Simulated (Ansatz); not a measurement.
Relaxed AlSb (zinc blende):

```xyz
4
Lattice="0.0000 6.2255 6.2255 3.1128 0.0000 3.1128 3.1128 3.1128 0.0000" Properties=species:S:1:pos:R:3 pbc="T T T"
Sb     4.6691     4.6691     4.6691
Sb     4.6691     7.7819     7.7819
Al     0.0000     0.0000     0.0000
Al     3.1128     6.2255     3.1128
```

The atoms are displaced by Q × the pattern below (from a DFPT mode at L = (0.5, 0.0, 0.0), largest move 1; Q in Å), at fixed cell. It is one choice among 2 degenerate patterns. (q is in reciprocal vectors of the primitive cell; the cell shown is doubled to hold the pattern.)

```
atom       x       y       z
----  ------  ------  ------
Sb1   -0.061   0.112  -0.173
Sb2    0.061  -0.112   0.173
Al3   -0.285   0.520  -0.805
Al4    0.285  -0.520   0.805
```

The numbers are results of PBE (plane waves to 420 eV, PAW, scalar-relativistic; Ansatz, a first-principles code), not measurements. k mesh 13×13×13 (Γ-centred), Fermi-Dirac smearing 0.05 eV. E stands for the smeared free energy. AlSb was relaxed with its symmetry unable to fall. Spin-orbit coupling is left out, though Sb is heavy. The zero of ΔE is the undisplaced structure.

| Q (Å) | ΔE (meV/cell) |
|---|---|
| -0.180 | 335 |
| -0.150 | 232 |
| -0.120 | 148 |
| -0.090 | 83 |
| -0.060 | withheld |
| -0.030 | 9 |
| 0.000 | 0 |
| 0.030 | 9 |
| 0.060 | withheld |
| 0.090 | 83 |
| 0.120 | 148 |
| 0.150 | 232 |
| 0.180 | 335 |

### Question
Fit an even polynomial form (powers 2, 4) to the given rows and predict ΔE at Q = 0.060.

### Answer
Least squares on the 11 given rows: ΔE = (10230)·Q² + (3473)·Q⁴, in meV/cell with Q in Å; root-mean-square residual 0.1 meV/cell. At 0.060 the fit gives 37 meV/cell; the calculation gives 37 meV/cell, the same to the digits shown. The quadratic term alone would give 37 meV/cell.

(A displaced cell: forces are minus the slopes of the energy, force constants its curvatures, and phonons follow from these.)
